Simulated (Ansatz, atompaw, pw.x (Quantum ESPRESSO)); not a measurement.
## Mo (Z = 42): does the PAW (atompaw) potential hold in the solid?

molybdenum (Mo), PAW, made with atompaw 4.2.0.5 (PBE, scalar-relativistic). Core [Ar] 3d10 4s2, reference 4p6 4d5 5s1 5p0. Waves: 5s (bound): rc 3.00 bohr; 5s channel at 0.5 Ry: rc 3.00 bohr; 4p (bound): rc 2.20 bohr; 5p (bound, empty): rc 3.00 bohr; 4d (bound): rc 3.00 bohr; 4d channel at 2.3 Ry: rc 3.00 bohr. Local part: bessel scheme, radius 2.24 bohr. Core correction: smooth core density matched at 2.55 bohr. Augmentation charge: besselshape compensation charge, radius 2.70 bohr; PAW radius 3.00 bohr; waves and projectors: custom polynom vanderbiltortho.

Crystal test: fcc Mo in pw.x 7.5, no spin, 14³ k-points, Fermi–Dirac smearing 0.01 Ry, cutoffs 40/400 Ry. The reference is all-electron LAPW (Ansatz 0.2.0) with the same functional, mesh and smearing; V0 and B0 come from Birch–Murnaghan fits to the pressures at five volumes. Errors are pseudo minus all-electron; Δ is the rms difference of the E(V) curves that follow from these fits, minima aligned, over ±6 % about the mean V0. Mesh and smearing are coarse, so the numbers serve the comparison and aren't converged zero-temperature values; the lattice is a test structure that the element need not adopt.

```json
{"V (Å³/atom)": "15.226", "P all-electron (GPa)": "13.93", "P pseudo (GPa)": "25.45"}
{"V (Å³/atom)": "15.626", "P all-electron (GPa)": "6.76", "P pseudo (GPa)": "17.24"}
{"V (Å³/atom)": "16.027", "P all-electron (GPa)": "0.44", "P pseudo (GPa)": "10.07"}
{"V (Å³/atom)": "16.428", "P all-electron (GPa)": "-5.13", "P pseudo (GPa)": "3.68"}
{"V (Å³/atom)": "16.828", "P all-electron (GPa)": "-10.04", "P pseudo (GPa)": "-1.94"}
```

All-electron: a0 = 4.005 Å (V0 = 16.06 Å³/atom), B0 = 235.3 GPa.

Pseudopotential: mean pressure error (GPa): +9.71; a0 (Å): 4.056; a0 error (%): +1.29; B0 error (%): -2.2; Δ (meV/atom): 32.0. The largest radius (3.00 bohr) exceeds half the bond length (2.67 bohr), so the spheres overlap, which is one possible source of error among others. This is a poor potential for the solid.

Task: At the middle volume, how do free energy and pressure move when the wave cutoff is lowered (ecutrho held at 400 Ry)?

Result:

| cutoff (Ry) | shift of F (meV/atom) | shift of P (GPa) |
| --- | --- | --- |
| 18 | +137.1 | -0.23 |
| 24 | +57.7 | -2.35 |
| 32 | +2.8 | +0.03 |

The run at the middle volume (104 k-points, 21 iterations) took about 34 s on one core of a shared host (Intel(R) Xeon(R) Platinum 8259CL CPU @ 2.50GHz, 96 threads, 755 GiB, load 41).
